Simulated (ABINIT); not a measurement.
Runs of ABINIT 10.8.3 (patched build) on NbP. The structure is tetragonal, space group I4_1md (No. 109). The conventional cell has a = 3.350 Å, b = 3.350 Å, c = 11.480 Å, α = 90.00°, β = 90.00°, γ = 90.00°. Nb (site symmetry 2mm) is surrounded by 6 P at 2.55 Å. P (site symmetry 2mm) has 6 Nb at 2.55 Å as nearest neighbours. The cell is a database's computed one.

```csv
task,level,potentials or basis,cell,k mesh,cutoff (eV),fine-grid cutoff,bands in the sums,broadening (eV),scissor shift (eV),tensor components,gap on the mesh (eV),pressure (GPa),largest force (eV/Å)
single point,PBE,JTH PAW PBE v2.0,as given,8 × 8 × 8,435,870.764 eV,-,-,-,-,none,-1.5,0.02
optical spectrum,PBEsol,PseudoDojo NC SR PBEsol v0.4.1 standard,as given,12 × 12 × 12,1007,-,30,0.15,0,"[11, 33]",none,(a),0.02
positron lifetime,LDA,JTH PAW LDA v2.0,as given,8 × 8 × 8,435,870.764 eV,-,-,-,-,none,-9.8,0.02
relaxation of cell and atoms,PBE,Ansatz NC PBE,relaxed,8 × 8 × 8,1116,-,-,-,-,-,none,0.0,-
positron lifetime,PBE,JTH PAW PBE v2.0,as given,8 × 8 × 8,435,870.764 eV,-,-,-,-,none,-1.5,0.02
single point,PBE,PseudoDojo NC SR PBE v0.5 standard,as given,8 × 8 × 8,1007,-,-,-,-,-,none,-1.3,0.02
positron lifetime,PBEsol,JTH PAW PBE v2.0,as given,8 × 8 × 8,435,870.764 eV,-,-,-,-,none,-6.6,0.02
single point,PBE,SG15 NC PBE v1.2,as given,8 × 8 × 8,1116,-,-,-,-,-,none,-1.1,0.02
single point,PBEsol,PseudoDojo NC SR PBEsol v0.4.1 standard,as given,8 × 8 × 8,1007,-,-,-,-,-,none,-6.6,0.02
```

Alike in all rows: no spin polarisation; smearing fermi-dirac 0.05 eV.

Task: Fill in the values left out.

Result: (a) -6.7.

Caveats: the PAW basis is incomplete for the positron (some runs); the intraband (Drude) term is left out (some runs); spectra need much finer meshes, so this one isn't converged (some runs); the PAW data sets were made with another functional, which shifts forces and pressure a little (some runs).

A k mesh can miss the band edges, and the runs leave out spin-orbit coupling on Nb.

A gap of «none» marks a metal or a gap under the smearing width.

Not every run made on this cell is shown here.
